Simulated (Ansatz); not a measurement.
# Manganese (simple cubic) across density functionals

All rows: Ansatz, plane waves with scalar-relativistic PAW, 420 eV (500 eV for the SCAN forms), relaxed under each functional, no dispersion correction, no zero-point motion. B₀ comes from uniform scaling at fixed shape; a dash is a value not given.

| functional | V (Å³/atom) | cell | B₀ (GPa) | magnetic state | ΔE to alpha-Mn (A12) (meV/atom) |
| --- | --- | --- | --- | --- | --- |
| PBE | 13.36 | a = 2.373 Å | 96 | antiferromagnetic, largest moment 2.24 μB in the atomic sphere | 725 |
| r²SCAN | 16.67 | a = 2.554 Å | 34 | antiferromagnetic, largest moment 3.71 μB in the atomic sphere | 531 |
| PBEsol | 12.43 | a = 2.316 Å | 123 | antiferromagnetic, largest moment 1.92 μB in the atomic sphere | 856 |
| LDA | 11.57 | a = 2.262 Å | - | antiferromagnetic, largest moment 1.39 μB in the atomic sphere | 930 |
| revPBE | 14.04 | a = 2.412 Å | 75 | antiferromagnetic, largest moment 2.48 μB in the atomic sphere | 662 |
| RPBE | 14.35 | a = 2.430 Å | 67 | antiferromagnetic, largest moment 2.59 μB in the atomic sphere | 636 |

LDA gives the smallest volume and r²SCAN the largest.
